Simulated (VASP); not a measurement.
Write the native input for VASP 6.6.1 that does the following.

```
Task                   : single point
Functional             : r2SCAN
Potentials or basis    : VASP PAW PBE potentials, release 64 (O, H, C)
Cutoff                 : 520 eV
k mesh                 : 1 × 1 × 1
Occupations            : fermi-dirac, width 0.02 eV
Spin                   : no spin polarisation
Dipole correction      : no
Further INCAR settings : LREAL = Auto; ALGO = Normal; EDIFF = 1e-06; NBANDS = 72
```

Crystal: H22CO12.

```
CELL_PARAMETERS angstrom
7.13349 0.00000 0.00000
0.00000 7.13349 0.00000
0.00000 0.00000 7.13349
ATOMIC_POSITIONS crystal
O 0.48093 0.03391 0.26286
O 0.33997 0.33367 0.83107
O 0.72682 0.74230 0.11982
O 0.92984 0.05701 0.71159
O 0.05755 0.29437 0.40522
O 0.32896 0.03070 0.62596
O 0.39940 0.78699 0.94651
O 0.05513 0.69238 0.55502
O 0.71764 0.25243 0.97530
O 0.99522 0.52548 0.90162
O 0.37878 0.49858 0.36088
O 0.61670 0.34694 0.49698
H 0.57484 0.09008 0.18890
H 0.38765 0.99571 0.17774
H 0.38584 0.42902 0.75382
H 0.34243 0.22257 0.75419
H 0.85323 0.70761 0.04801
H 0.76317 0.83477 0.21193
H 0.04879 0.06491 0.76303
H 0.83558 0.12709 0.76860
H 0.99214 0.41517 0.41356
H 0.01340 0.23671 0.53184
H 0.36379 0.05107 0.49199
H 0.37044 0.92687 0.71094
H 0.34097 0.66538 0.94951
H 0.52764 0.77478 0.99295
H 0.18942 0.67751 0.53089
H 0.04698 0.82458 0.54808
H 0.59399 0.30065 0.94893
H 0.80055 0.36225 0.98061
H 0.03345 0.57086 0.77781
H 0.07790 0.43011 0.93605
H 0.31991 0.36938 0.37215
H 0.65341 0.58766 0.35804
C 0.56148 0.47200 0.40530
```

The cell was built by a generator and needn't be a form met in nature.

The input as run:

POSCAR

```
H22CO12
1.0
    7.1334920000      0.0000000000      0.0000000000
    0.0000000000      7.1334920000      0.0000000000
    0.0000000000      0.0000000000      7.1334920000
O H C
12 22 1
Direct
    0.4809285550      0.0339104607      0.2628586392
    0.3399737464      0.3336654755      0.8310656268
    0.7268249547      0.7423012460      0.1198150920
    0.9298391307      1.0570138720      0.7115869759
    0.0575454490      0.2943719570      0.4052152859
    0.3289552999      0.0307002517      0.6259627122
    0.3993976583      0.7869918407      0.9465069842
    0.0551342877      0.6923817956      0.5550156922
    0.7176429160      0.2524289647     -0.0247003852
    0.9952208540      0.5254789660      0.9016201322
    0.3787766216      0.4985776952      0.3608751506
    0.6166965632      0.3469408811      0.4969795999
    0.5748376812      0.0900821085      0.1888976675
    0.3876502560     -0.0042896242      0.1777390372
    0.3858418850      0.4290184947      0.7538243542
    0.3424269628      0.2225698157      0.7541888321
    0.8532286852      0.7076057561      0.0480129507
    0.7631746135      0.8347664790      0.2119298655
    1.0487850831      1.0649062198      0.7630344297
    0.8355795451      1.1270917525      0.7685997265
   -0.0078643111      0.4151683355      0.4135562218
    0.0134015711      0.2367143609      0.5318433104
    0.3637909736      0.0510689575      0.4919890567
    0.3704356856     -0.0731338873      0.7109421304
    0.3409690513      0.6653823962      0.9495069175
    0.5276377965      0.7747818320      0.9929498764
    0.1894163476      0.6775082947      0.5308900606
    0.0469755906      0.8245751169      0.5480765942
    0.5939867880      0.3006521911     -0.0510689575
    0.8005476140      0.3622489518     -0.0193874192
    1.0334489756      0.5708564613      0.7778098020
    1.0779012579      0.4301119284      0.9360492729
    0.3199134449      0.3693843072      0.3721459280
    0.6534106998      0.5876644987      0.3580434379
    0.5614781653      0.4719988471      0.4052993961
```

INCAR.step1

```
SYSTEM = H22CO12
PREC     = Accurate       ! precision mode
ENCUT    = 520            ! plane-wave cutoff, eV
ISMEAR   = -1             ! smearing method
SIGMA    = 0.02           ! smearing width, eV
LREAL    = Auto         
LASPH    = .TRUE.         ! aspherical terms in the spheres
NELM     = 60             ! most SCF steps
NBANDS   = 72             ! bands
GGA      = PE             ! functional
ALGO     = Normal         ! electronic algorithm
EDIFF    = 1E-4           ! SCF threshold, eV
LWAVE    = .TRUE.         ! write WAVECAR
LCHARG   = .FALSE.        ! write CHGCAR
```

INCAR.step2

```
SYSTEM = H22CO12
PREC     = Accurate       ! precision mode
ENCUT    = 520            ! plane-wave cutoff, eV
EDIFF    = 1E-6           ! SCF threshold, eV
ISMEAR   = -1             ! smearing method
SIGMA    = 0.02           ! smearing width, eV
LREAL    = Auto         
LASPH    = .TRUE.         ! aspherical terms in the spheres
NELM     = 60             ! most SCF steps
ALGO     = Normal         ! electronic algorithm
ISIF     = 2              ! what is computed and relaxed
LWAVE    = .FALSE.        ! write WAVECAR
LCHARG   = .FALSE.        ! write CHGCAR
METAGGA  = R2SCAN         ! meta-GGA
LMIXTAU  = .TRUE.       
NBANDS   = 72             ! bands
ISTART   = 1
```

KPOINTS

```
regular mesh
0
G
  1 1 1
  0 0 0
```

Potentials or basis: VASP PAW PBE potentials, release 64 (O, H, C).

Launch:

```sh
$ cat potpaw_PBE.64/O/POTCAR potpaw_PBE.64/H/POTCAR potpaw_PBE.64/C/POTCAR > POTCAR
$ cp INCAR.step1 INCAR
$ mpirun -np 1 vasp_gam > vasp.out
$ cp INCAR.step2 INCAR
$ mpirun -np 1 vasp_gam > vasp.out
```

It gave:

```json
{
 "Pressure": "0.6 GPa",
 "Largest force": "3.578 eV/Å",
 "Band gap on the k mesh": "4.92 eV, direct"
}
```

Caveat: the standard files for N, O and F lose accuracy on very short bonds; the PAW data sets were made with another functional, which shifts forces and pressure a little.

Run time: 97 s on 1 thread of Intel(R) Xeon(R) 6975P-C (Granite Rapids) (shared host), peak memory 0.4 GiB.
